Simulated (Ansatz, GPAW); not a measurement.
This is a calculation of FeO (Wuestite) for Ansatz 0.2.0. 

Contents of input.yaml:

```yaml
crystal:
  lattice:
    - [0.0, 2.1554, 2.1554]
    - [2.1554, 0.0, 2.1554]
    - [2.1554, 2.1554, 0.0]
  atoms:
    - { symbol: Fe, position: [0.0, 0.0, 0.0], spin: 3.0 }
    - { symbol: O, position: [0.5, 0.5, 0.5] }
kpoints:
  mp_grid: { grid: [11, 11, 11] }
scf:
  occupations: { method: gaussian, width: 0.029 }
hamiltonian:
  xc: pbe
  pseudopotentials: { kind: all_electron, lapw: { basis_error: 0.001 } }
magnetization:
  spin_polarized: true
output:
  forces: true
  stress: true
  eigenvalues: true
```

Potentials or basis: all-electron LAPW, scalar-relativistic.

The run is started by

```console
$ ansatz run input.yaml --threads 2 --pin off --max-ram 6144MiB --backend cpu --events-out ev --progress --plain --runs-dir out
```

Q: Set up the same calculation for GPAW 26.7.0 (ASE script). Potentials or basis there: GPAW PAW data sets (gpaw-data 1.2.1), cutoff 800 eV.

A: As run (cutoffs and basis follow the program's own potentials, and thresholds, step limits or extra output files can differ):

Contents of run.py:

```python
from ase.dft.bandgap import bandgap
from ase.io import read, write
from ase.units import GPa
from gpaw import GPAW, PW

atoms = read('FeO.xyz')
atoms.set_initial_magnetic_moments([3.0, 0.0])

calc = GPAW(mode=PW(800),
            xc='PBE',
            kpts={'size': (11, 11, 11), 'gamma': True},
            occupations={'name': 'methfessel-paxton', 'order': 0, 'width': 0.028999999999999998},
            nbands=17,
            convergence={'density': 1e-05, 'energy': 1e-05},
            maxiter=150,
            txt='gpaw.txt')
atoms.calc = calc
energy = atoms.get_potential_energy()
forces = atoms.get_forces()
stress = atoms.get_stress()
calc.write('gs.gpw')
write('result.traj', atoms)
print(f'Energy: {energy:.6f} eV')
print('Forces (eV/A):')
print(forces.round(4))
print('Stress (GPa):', (stress / GPa).round(3))
print('Moments:', calc.get_magnetic_moments().round(3))
print('Fermi level:', round(calc.get_fermi_level(), 4), 'eV')
print(f'Gap: {bandgap(calc)[0]:.4f} eV, direct: {bandgap(calc, direct=True)[0]:.4f} eV')
```

File FeO.xyz:

```xyz
2
Lattice="0.0000000000 2.1554000000 2.1554000000 2.1554000000 0.0000000000 2.1554000000 2.1554000000 2.1554000000 0.0000000000" Properties=species:S:1:pos:R:3 pbc="T T T"
Fe     0.0000000000      0.0000000000      0.0000000000
O      2.1554000000      2.1554000000      2.1554000000
```

Potentials or basis: GPAW PAW data sets (gpaw-data 1.2.1), pw.

Launch:

```bash
$ OMP_NUM_THREADS=1 python run.py
```

Both were run:

|  | Ansatz | GPAW |
| --- | --- | --- |
| Pressure | -0.4 GPa | 0.8 GPa |
| Net moment | 4.00 μB per cell | 4.00 μB per cell |

Where Ansatz's input types no cutoff or centring, it takes its own default and a Γ-centred mesh.

The magnetic state is the one that the start led to; the real crystal's order can differ.

Pressure is positive in compression.
